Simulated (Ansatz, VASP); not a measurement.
# Cross-check of GaN between VASP and Ansatz, part 2 of 2

One calculation is typed for both programs; each brings its own data sets and cutoff. How far apart do they land?

VASP 6.6.1 and Ansatz 0.2.0.

So far. Step 3 (Ansatz: single point, PBE): The run ends at a pressure of 5.03 GPa.

## (8) VASP: single point, r2SCAN

Level of this step: r2SCAN; plane waves and PAW (Ga_d, N) (VASP).

With cell and atoms fixed, the geometry can't cause a difference; cores, projectors, grids and the points listed under the comparison can.

File INCAR:

```
SYSTEM = GaN
PREC = Accurate
ENCUT = 520
EDIFF = 1E-07
NELM = 100
ISMEAR = 0
SIGMA = 0.05
LREAL = .FALSE.
ALGO = Normal
METAGGA = R2SCAN
LASPH = .TRUE.
NBANDS = 24
LWAVE = .FALSE.
LCHARG = .FALSE.
KPAR = 4
LOPTICS = .TRUE.
NEDOS = 2000
CSHIFT = 0.1
```

File POSCAR:

```
GaN
1.0
    0.0000000000      2.2535006075      2.2535006075
    2.2535006075      0.0000000000      2.2535006075
    2.2535006075      2.2535006075      0.0000000000
Ga N
1 1
Direct
    0.0000000000      0.0000000000      0.0000000000
    0.2500000000      0.2500000000      0.2500000000
```

File KPOINTS:

```
Automatic mesh
0
Gamma
13 13 13
0 0 0
```

The projector-augmented-wave data sets are Ga_d and N (PBE family, release 64).

Launch:

```
> mpirun -np 4 vasp_std
```

Numbers of over 12 decimals in the logs are rounded to 6 here.

What it wrote:

```text
[banner, memory and clock lines left out]
running    4 mpi-ranks, on    1 nodes
[...]
|                                                                             |
|               ----> ADVICE to this user running VASP <----                  |
|                                                                             |
|     You enforced a specific xc type in the INCAR file but a different       |
|     [... a line on the potential file left out ...]
|     I HOPE YOU KNOW WHAT YOU ARE DOING!                                     |
|                                                                             |

 LDA part: xc-table for (None), standard interpolation
 POSCAR, INCAR and KPOINTS ok, starting setup
[...]
entering main loop
       N       E                     dE             d eps       ncg     rms          rms(c)
DAV:   1     0.973378260419E+02    0.97338E+02   -0.82216E+03  5008   0.138E+03
DAV:   2    -0.167440489252E+02   -0.11408E+03   -0.10371E+03  4400   0.328E+02
DAV:   3    -0.266862443313E+02   -0.99422E+01   -0.98610E+01  4792   0.658E+01
DAV:   4    -0.268117250076E+02   -0.12548E+00   -0.12546E+00  4520   0.790E+00
[...]
DAV:  17    -0.218969585951E+02   -0.88105E-06   -0.11594E-06  5368   0.951E-03    0.315E-03
DAV:  18    -0.218969590004E+02   -0.40526E-06   -0.32495E-07  4512   0.715E-03    0.713E-04
DAV:  19    -0.218969589072E+02    0.93185E-07   -0.10564E-07  3168   0.197E-03
   1 F= -.21896959E+02 E0= -.21896959E+02  d E =-.120337E-11
 optical routines
 imaginary and real dielectric function
 direction            1
 direction            2
 direction            3
```

OUTCAR, selected parts (step 8):

```text
  Total       -0.0129543     -0.0129543     -0.0129543      0.0000000      0.0000000      0.0000000
  in kB       -0.9068218     -0.9068218     -0.9068218      0.0000000      0.0000000      0.0000000
  external PRESSURE =      -0.9068218 kB  Pullay stress =       0.0000000 kB

 POSITION                                       TOTAL-FORCE (eV/Angst)
 -----------------------------------------------------------------------------------
      0.00000      0.00000      0.00000         0.000000      0.000000      0.000000
      1.12675      1.12675      1.12675        -0.000000     -0.000000     -0.000000
 -----------------------------------------------------------------------------------
    total drift:                                0.000009      0.000009      0.000009

  FREE ENERGIE OF THE ION-ELECTRON SYSTEM (eV)
  ---------------------------------------------------
  free  energy   TOTEN  =       -21.8969589072 eV

  energy  without entropy=      -21.8969589072  energy(sigma->0) =      -21.89695891

[... 2 parts as in an earlier step ...]

[... 1 further part left out ...]
[key lines of the parts left out:]
E-fermi :   5.2244
```

## (9) Ansatz: single point, r2SCAN

The same cell, functional, mesh and smearing now go to Ansatz, which takes its cutoff from its data sets.

File input.yaml:

```yaml
crystal:
  lattice:
    - [0.0, 2.2535006075, 2.2535006075]
    - [2.2535006075, 0.0, 2.2535006075]
    - [2.2535006075, 2.2535006075, 0.0]
  atoms:
    - { symbol: Ga, position: [0.0, 0.0, 0.0] }
    - { symbol: "N", position: [0.25, 0.25, 0.25] }
hamiltonian:
  xc: r2scan
  pseudopotentials: { kind: paw }
kpoints:
  mp_grid: { grid: [13, 13, 13] }
scf:
  occupations: { method: gaussian, width: 0.05 }
  n_extra_bands: 4
output:
  forces: true
  stress: true
  eigenvalues: true
```

Launch:

```
> ansatz run input.yaml --threads 2 --pin off --max-ram 4608MiB --backend cpu --events-out ev --progress --plain --runs-dir out
```

What it wrote:

```text
[...]
Crystal: 2 atoms, lattice volume = 22.888 Å³
Basis set: ecut = 500 eV, 561 PW (Γ), exchange–correlation on 96×96×96 points (64 copies of the dense FFT grid, shifted against one another)
Bands: 13, of which v1, the nominal top of the filled ones, is band 9 counted from 1 (8 counted from 0)
Symmetry: 24 space group operations
[...]
k-points: 84 of 2197 (time reversal used)
[...]
--- Band table (eV; the first three rows and the last of 84) ---
  k-point 0: bands = [... 5 lower, -4.1751, 9.3739, 9.3739, 9.3739, 11.5014, 20.3966, 20.3966, 20.3966]
  k-point 1: bands = [... 5 lower, -4.1759, 8.6553, 9.3079, 9.3079, 12.0784, 20.0780, 20.5025, 20.5025]
  k-point 2: bands = [... 5 lower, -4.1765, 7.3054, 9.1320, 9.1320, 13.0012, 19.4474, 20.7282, 20.7282]
  k-point 83: bands = [... 5 lower, -2.4004, 3.5913, 5.4117, 6.0111, 16.0761, 18.3952, 20.1812, 21.5500]
[key lines of the parts left out:]
SCF converged after 8 iterations
Free energy (F): -4176.372656 eV
Fermi energy:    10.438282 eV
P = ⅓ Tr σ = -1.1771 GPa (-11.771 kbar)
```

The job ended after 2.8 s (2 threads of Arm Neoverse V1, shared host; peak memory 0.38 GiB).

The run ends at a pressure of -1.18 GPa.

## (10) Side by side

What differs besides the data sets and the points named for the pairs above, as far as they apply: VASP keeps PBE cores, Ansatz makes them for the functional; the cutoff is 500 eV in Ansatz and 520 eV in VASP. Total energies have different zeros and are not compared.

Both answers:

```csv
quantity,Ansatz,VASP,difference
pressure (GPa),-1.18,-0.09,-1.09
pressure without Ansatz's Pulay correction (GPa),-1.28,-0.09,-1.18
gap on the k mesh (eV),2.128,2.119,+0.008
```

A gap on the mesh is an upper bound, since the band edges may lie between its points. Ansatz's pressure holds a Pulay correction of 0.10 GPa; VASP's holds none.

## (11) What the set-up changes

Further runs change the set-up of one program: Ansatz's method, potentials or start, or VASP's data sets, cutoff or form of LDA. The table gives Ansatz less VASP for each quantity, since a change that brings one quantity closer may part another.

```csv
run,pressure (GPa),gap on the k mesh (eV),pressure without Ansatz's Pulay correction (GPa)
as above,-1.1,0.0084,-1.2
cores kept as stored,-1.2,0.011,-1.3
Ansatz's all-electron LAPW method,-0.97,0.026,
Ansatz's larger PAW set (cutoff 1300 eV),-0.92,0.026,
norm-conserving potentials (cutoff 1252 eV),-1.1,0.052,-1.2
```

## (12) Outcome

```yaml
difference_in_gap_on_the_k_mesh_single_point_pbe: -0.0063 eV
difference_in_eps_infinity_xx_dielectric_response_pbe: 0.77 %
difference_in_pressure_single_point_r2scan: -1.1 GPa
```

**Reading.** The difference in pressure is -1.1 GPa (single point, r2SCAN), beyond the 1 GPa picked in this series as the mark of a large difference. Single point, r2SCAN, cores kept as stored: the difference in gap on the k mesh goes from 0.0084 to 0.011 eV. Single point, r2SCAN, Ansatz's all-electron LAPW method: the difference in gap on the k mesh goes from 0.0084 to 0.026 eV. Single point, r2SCAN, Ansatz's larger PAW set (cutoff 1300 eV): the difference in gap on the k mesh goes from 0.0084 to 0.026 eV. How closely two codes agree says nothing of how well the functional describes the real material.

[Lines on the potential files, build, host, timing and source positions are cut from VASP's logs without a mark.]

[Logs are printed without paths, hosts, clocks, repeated set-up lines and the standing remarks that a program may print on its own settings, such as how far it seeks lower states.]

[Hosts, paths, dates, database ids (printed as entryN), source tags and the programs' standing remarks are cut or masked in the printed files.]
